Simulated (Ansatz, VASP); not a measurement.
**SnSe: VASP beside Ansatz**

```
Sn Se
1.0
     0.00000    3.01000    2.88960
     3.01000    0.00000    2.88960
     3.01000    3.01000    0.00000
Sn Se
1 1
Direct
  0.00000 0.00000 0.00000
  0.50000 0.50000 0.50000
```

Change from the starting cell: strain -0.0400 x Voigt [0, 0, 1, 0, 0, 0], atoms carried along.

Alike in both runs: task single point; functional PBEsol; k mesh 8 × 8 × 8; occupations gaussian, width 0.05 eV; no spin polarisation.

|  | VASP | Ansatz |
| --- | --- | --- |
| version | VASP 6.6.1 | Ansatz 0.2.0 |
| potentials or method | VASP PAW PBE potentials, release 64 (Sn_d, Se) | scalar-relativistic, plane waves, PAW |
| plane-wave cutoff (eV) | 520 | 420 |
| valence electrons in the cell | 20 | 30 |

VASP gave:

| Item | Value |
| --- | --- |
| gap on the k mesh at the Fermi level (eV) | 0.73 |
| least direct gap on the mesh (eV) | 0.78 |
| pressure (GPa) | 0.5 |
| largest component of the traceless stress (GPa) | 4.00 |

**Question.** What did Ansatz give for the same quantities?

**Answer.** gap on the k mesh at the Fermi level (eV): 0.74; least direct gap on the mesh (eV): 0.78; pressure (GPa): 0.5; largest component of the traceless stress (GPa): 3.99.

With one functional, cell and mesh, what is left measures potentials, basis and numerics. The two sets of potentials don't hold the same shells in valence.

Caveats: the PAW data sets were made with another functional, which shifts forces and pressure a little (VASP); spin-orbit coupling is left out, which moves the levels of the heavy elements. A k mesh can miss the band edges.
